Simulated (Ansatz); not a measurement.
Crystal: FeGe.

```xyz
6
Lattice="4.9976 0.0000 0.0000 -2.4988 4.3281 0.0000 0.0000 0.0000 4.1158" Properties=species:S:1:pos:R:3 pbc="T T T"
Ge    2.4988    1.4427    2.0579
Ge    0.0000    2.8854    2.0579
Ge    0.0000    0.0000    0.0000
Fe   -1.2494    2.1640    0.0000
Fe    1.2494    2.1640    0.0000
Fe    2.4988    0.0000    0.0000
```

The cell is a database's computed one.

Base run:

| Property | Result |
| --- | --- |
| Program | Ansatz 0.2.0 |
| Functional | PBEsol |
| Potentials or basis | Ansatz PAW |
| Cutoff | 420 eV (not typed: the program's choice for these potentials) |
| k mesh | 6 × 6 × 7 |
| Occupations | fermi-dirac, width 0.05 eV |
| Spin | no spin polarisation |

Its results: band gap on the k mesh none (metal or under the smearing width); pressure -12.9 GPa.

Question: The run is repeated on the same cell with these changes: spin from no spin polarisation to collinear spin, ferromagnetic start. What comes out?

Answer: Band gap on the k mesh none (metal or under the smearing width); pressure -10.2 GPa; net moment 4.26 μB per cell; site moments Ge -0.04, -0.07; Fe +1.50 μB.

Caveats: the PAW data sets come from PBE, with cores solved anew for the run's functional, which leaves a small shift of forces and pressure.
